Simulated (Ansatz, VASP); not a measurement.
# ZrAl35N36 (Zr_Al) in two plane-wave programs, part 2 of 2

Wanted: the spread between two codes on one cell, functional and k mesh. The structure shown is the start of the Ansatz relaxation below; VASP solves that cell, so the two are compared at the walk's first step.

VASP 6.6.1 and Ansatz 0.2.0.

So far: Starting point; Ansatz: relaxation, r2SCAN.

## 3. VASP: single point, r2SCAN, start cell

Level of this step: r2SCAN, spin-polarised from a ferromagnetic start; plane waves and PAW (Al, N, Zr_sv) (VASP).

The same cell, functional and mesh now go to VASP, with its own data sets.

Lines of VASP's logs that name or quote its potential files are left out, and so is its time.

INCAR reads:

```
SYSTEM = ZrAl35N36
PREC = Accurate
ENCUT = 580
EDIFF = 1E-06
NELM = 200
ISMEAR = 0
SIGMA = 0.01
LREAL = Auto
ALGO = Normal
METAGGA = R2SCAN
LASPH = .TRUE.
NBANDS = 200
ISPIN = 2
MAGMOM = 0 0 0 0 0 0 0 0 0 0 0 0 0 0 0 0 0 0 -0 0 0 0 0 0 0 0 0 0 0 0 0 0 0 0 0 -0 -0 0 -0 0.02 0 0 -0 0 0 0 0 -0 0 0 0 -0.01 -0 0 0.02 0 0 0 0 0 0 0 0 0 0 0 0.01 0.01 -0 0 0.01 0.21
LMAXMIX = 4
LORBIT = 11
LWAVE = .FALSE.
LCHARG = .FALSE.
ISIF = 2
ISYM = 0
NUPDOWN = 1
GGA_COMPAT = .FALSE.
LMIXTAU = .TRUE.
NCORE = 2
```

POSCAR reads:

```
ZrAl35N36
1.0
    9.3195655359      0.0000000860      0.0000000000
   -4.6597828424      8.0709804634      0.0000000000
    0.0000000000      0.0000000000      9.9564777190
Al N Zr
35 36 1
Direct
    0.2215746209      0.1159603824      0.2508250478
    0.1153770762      0.2208991830      0.4979297036
    0.2208917984      0.1132515418      0.7454593089
    0.1099515652      0.2257568332      0.9965187770
    0.2253047393      0.4453877688      0.2452817220
    0.1095214999      0.5547187248      0.5044552041
    0.2247857062      0.4504716617      0.7485200299
    0.1095383406      0.5531752940      0.0042242128
    0.2227421217      0.7751530324      0.2453884867
    0.1138804035      0.8930714209      0.5032514652
    0.2199757839      0.7725123372      0.7469806301
    0.1068000197      0.8890819428      0.9967427518
    0.5612652431      0.1146757765      0.2514333955
    0.4502954815      0.2259874088      0.5010525952
    0.5534410770      0.1146584305      0.7476769607
    0.4468835958      0.2186073885      0.9986895246
    0.5602378118      0.4449876899      0.2524267187
    0.5581277102      0.4495949369      0.7468109918
    0.4389807873      0.5542765198      0.0015391267
    0.5607429644      0.7781933038      0.2477634229
    0.4454120767      0.8913921914      0.5041875392
    0.5518396559      0.7801996277      0.7492891774
    0.4440371579      0.8895763030      0.9946605898
    0.8868991486      0.1057409230      0.2471841016
    0.7790864159      0.2251018871      0.5040463246
    0.8866658200      0.1081331974      0.7539513683
    0.7777548312      0.2275273669      0.0002745229
    0.8874806545      0.4386238995      0.2486116145
    0.7782185219      0.5526391686      0.5036600434
    0.8863597978      0.4392896179      0.7468167167
    0.7772053901      0.5499770385      0.9989202287
    0.8902823562      0.7750961549      0.2533357751
    0.7808542044      0.8932733719      0.4961517657
    0.8942188218      0.7786980716      0.7476306592
    0.7818918557      0.8882195869      0.0023556806
    0.2195353717      0.1115114806      0.4446186819
    0.1173003845      0.2250861588      0.1904166366
    0.2171773802      0.1055896474      0.9396143158
    0.1057439469      0.2175184290      0.6920457409
    0.2164544571      0.4430518693      0.4392109462
    0.1142066128      0.5547591164      0.1866423099
    0.2176241363      0.4426552632      0.9437297270
    0.1132525296      0.5595819505      0.6942129732
    0.2217841638      0.7828997988      0.4407131843
    0.1088386315      0.8834531347      0.1880257309
    0.2192034499      0.7715835777      0.9404411142
    0.1138190806      0.8859201212      0.6883911352
    0.5574004189      0.1099400446      0.4360230719
    0.4386074766      0.2180638363      0.1891799543
    0.5586625725      0.1085324089      0.9384196162
    0.4473478056      0.2284132603      0.6903756724
    0.5617264082      0.4471502524      0.4401324568
    0.4421127448      0.5539369079      0.1857650921
    0.5524463151      0.4391484986      0.9378287446
    0.4501570794      0.5589821437      0.6885303411
    0.5565027867      0.7739659364      0.4374762966
    0.4422874249      0.8853759459      0.1945176853
    0.5595482308      0.7800411586      0.9442299039
    0.4449860883      0.8877480245      0.6855733717
    0.8902565165      0.1142909375      0.4447031495
    0.7741536199      0.2164857097      0.1921574129
    0.8950403808      0.1137103388      0.9400059202
    0.7753569780      0.2223992415      0.6948346790
    0.8828407347      0.4403089489      0.4407137869
    0.7719697052      0.5534348589      0.1919840584
    0.8945900914      0.4479766665      0.9422565153
    0.7734587129      0.5550469306      0.6871467193
    0.8942470655      0.7817843138      0.4382052693
    0.7735425044      0.8869424187      0.1940597925
    0.8941659360      0.7779205949      0.9416076915
    0.7778446776      0.8941151532      0.6891371822
    0.4493201611      0.5557629562      0.5018904417
```

KPOINTS reads:

```
Points of the shifted mesh
1
Reciprocal
 0.2500000000  0.2500000000  0.2500000000 1
```

The projector-augmented-wave data sets are Al, N and Zr_sv (PBE family, release 64).

Run with:

```bash
> mpirun -np 8 vasp_std
```

Numbers of over 12 decimals in the logs are rounded to 6 here.

The program printed:

```text
[banner, memory and clock lines left out]
running    8 mpi-ranks, on    1 nodes
[...]
|                                                                             |
|               ----> ADVICE to this user running VASP <----                  |
|                                                                             |
|     You enforced a specific xc type in the INCAR file but a different       |
|     [... a line on the potential file left out ...]
|     I HOPE YOU KNOW WHAT YOU ARE DOING!                                     |
|                                                                             |

 LDA part: xc-table for (None), standard interpolation
 POSCAR, INCAR and KPOINTS ok, starting setup
[...]
entering main loop
       N       E                     dE             d eps       ncg     rms          rms(c)
DAV:   1     0.132126423879E+04    0.13213E+04   -0.15417E+05   800   0.153E+03
DAV:   2    -0.701848754683E+03   -0.20231E+04   -0.19434E+04  1008   0.316E+02
DAV:   3    -0.860874526252E+03   -0.15903E+03   -0.15760E+03   992   0.936E+01
DAV:   4    -0.865921643481E+03   -0.50471E+01   -0.50281E+01  1280   0.140E+01
[...]
DAV:  25    -0.701554818627E+03   -0.43027E-04   -0.52905E-05   880   0.185E-02    0.192E-02
DAV:  26    -0.701554847670E+03   -0.29043E-04   -0.21059E-05   880   0.140E-02    0.888E-03
DAV:  27    -0.701554848113E+03   -0.44264E-06   -0.42496E-06   832   0.531E-03
   1 F= -.70155485E+03 E0= -.70155485E+03  d E =-.433445E-66  mag=     1.0000
```

From OUTCAR (step 3):

```text
  FREE ENERGIE OF THE ION-ELECTRON SYSTEM (eV)
  ---------------------------------------------------
  free  energy   TOTEN  =      -701.5548481131 eV

  energy  without entropy=     -701.5548481131  energy(sigma->0) =     -701.55484811

 magnetization (x)
# of ion       s       p       d       tot
------------------------------------------
    1        0.000   0.001   0.000   0.001
    2        0.001   0.005   0.000   0.006
    3        0.000   0.000   0.000   0.000
    4        0.001   0.001   0.000   0.001
    5        0.001   0.000   0.000   0.002
    6        0.001   0.005   0.000   0.006
    7        0.006   0.009   0.000   0.015
    8        0.000   0.001   0.000   0.001
    9        0.000   0.000   0.000   0.000
   10        0.001   0.001   0.000   0.002
   11        0.000   0.002   0.000   0.002
   12        0.001   0.001   0.000   0.002
   13        0.000   0.000   0.000   0.001
[...]
--------------------------------------------------
tot          0.059   0.086   0.198   0.343
```

The run ends at a pressure of 4.79 GPa, with forces up to 7.2 eV/Å.

## 4. Side by side

Known differences besides the potentials themselves: VASP starts from the moments at which Ansatz ended; VASP keeps PBE cores, Ansatz makes them for the functional; fixed occupations in Ansatz, narrow Gaussian smearing in VASP; the cutoff is 500 eV in Ansatz and 580 eV in VASP (PREC = Accurate, projectors in real space). Total energies have different zeros and are not compared.

Forces on 7 of the 72 atoms, those with the largest forces and the largest differences (eV/Å; atoms numbered as in POSCAR):

```csv
atom,"Ansatz x, y, z","VASP x, y, z"
Al13,"-1.456, -1.417, -0.533","-1.461, -1.421, -0.544"
Al21,"-0.228, -0.251, -2.129","-0.225, -0.254, -2.128"
N40,"-2.817, -1.665, -1.075","-2.861, -1.701, -1.094"
N52,"4.133, -3.418, -2.043","4.221, -3.473, -2.077"
N55,"-1.126, 0.218, 6.946","-1.128, 0.220, 7.079"
N56,"-0.444, 5.694, -1.397","-0.445, 5.811, -1.432"
Zr72,"-1.410, -0.461, -3.075","-1.455, -0.487, -3.121"
```

The forces differ by 17 meV/Å r.m.s., which is 1.5 % of the r.m.s. force of 1.124 eV/Å (both taken over all components). Moments aren't recorded for both runs of this pair, so they may hold unlike magnetic states.

## 5. What came out

| Property | Result |
| --- | --- |
| r.m.s. force difference (single point, r2SCAN, start cell) | 1.5 % of the r.m.s. force |

The r.m.s. force difference is 1.5 % of the r.m.s. force (single point, r2SCAN, start cell), within the 3 % picked in this series as the mark of a large difference. 1 further run of this series is not shown here. How closely two codes agree says nothing of how well the functional describes the real material.

[Lines on the potential files, build, host, timing and source positions are cut from VASP's logs without a mark.]

[Logs are printed without paths, hosts, clocks, repeated set-up lines and the standing remarks that a program may print on its own settings, such as how far it seeks lower states.]

[Hosts, paths, dates, database ids (printed as entryN), source tags and the programs' standing remarks are cut or masked in the printed files.]
